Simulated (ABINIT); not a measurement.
Se, 3 atoms in the cell. The structure is trigonal, space group P3_221 (No. 154). The conventional cell has a = 4.355 Å, b = 4.355 Å, c = 4.949 Å, α = 90.00°, β = 90.00°, γ = 120.00°. Around Se (site symmetry 2) lie 2 Se at 2.32 Å. 

```yaml
Program: ABINIT 10.8.3 (patched build)
Task: single point
Functional: PBE
Potentials_or_basis: JTH PAW PBE v2.0
Cutoff: 408 eV
k_mesh: 7 × 7 × 6
Occupations: fermi-dirac, width 0.05 eV
Spin: no spin polarisation
Fine-grid_cutoff: 816.342 eV
Exchange_and_correlation_inside_the_PAW_spheres: full angular mesh (pawxcdev 0, this build's default; the released program takes 1)
```

Potentials or basis: JTH PAW PBE v2.0.

Command:

```sh
$ abinit run.abi > log 2>&1
```

Hardware: 1 thread of Arm Neoverse V2, with other jobs on the host.

Task: How long does it take, and how much memory?

Result: Run time: 22 s on 1 thread of Arm Neoverse V2, on a shared host, peak memory 0.11 GiB. Counts: scf iterations 10, k points 40, bands 13, plane waves 1542.
